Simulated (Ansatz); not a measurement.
Crystal: HfC.

```xyz
2
Lattice="0.0000 2.3250 2.3250 2.3250 0.0000 2.3250 2.3250 2.3250 0.0000" Properties=species:S:1:pos:R:3 pbc="T T T"
Hf    2.3250    2.3250    2.3250
C     0.0000    0.0000    0.0000
```

Base run:

* Program: Ansatz 0.2.0
* Functional: BLYP
* Potentials or basis: all-electron LAPW, scalar-relativistic
* Cutoff: 303 eV (chosen from the basis error)
* Basis error allowed: 0.001 eV/atom
* k mesh: 10 × 10 × 10
* Occupations: fermi-dirac, width 0.05 eV
* Spin: no spin polarisation

Its results: pressure 7.6 GPa.

Question: The run is repeated on the same cell with these changes: functional from BLYP to RPBE. What comes out?

Answer: Pressure 4.3 GPa.
